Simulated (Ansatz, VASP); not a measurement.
SiC: VASP beside Ansatz

```
Si C
1.0
     0.00000    2.01387    2.01387
     2.01387    0.00000    2.01387
     2.01387    2.01387    0.00000
Si C
1 1
Direct
  0.00000 0.00000 0.00000
  0.50000 0.50000 0.50000
```

Alike in both runs: task single point; functional PBE; k mesh 8 × 8 × 8; occupations fermi-dirac, width 0.02 eV; collinear spin.

```csv
,VASP,Ansatz
version,VASP 6.6.1,Ansatz 0.2.0
potentials or method,"VASP PAW PBE potentials, release 64 (Si, C)",plane waves
plane-wave cutoff (eV),520,420
valence electrons in the cell,8,8
```

```tsv
	VASP	Ansatz	Ansatz less VASP
gap on the k mesh at the Fermi level (eV)	none	none	-
pressure (GPa)	6.3	6.1	-0.17
net moment per atom (μB)	0.00	0.00	0.000
```

A gap of «none» marks a metal or a gap that the smearing closes. Ansatz warned: «seeded_moment_not_kept».
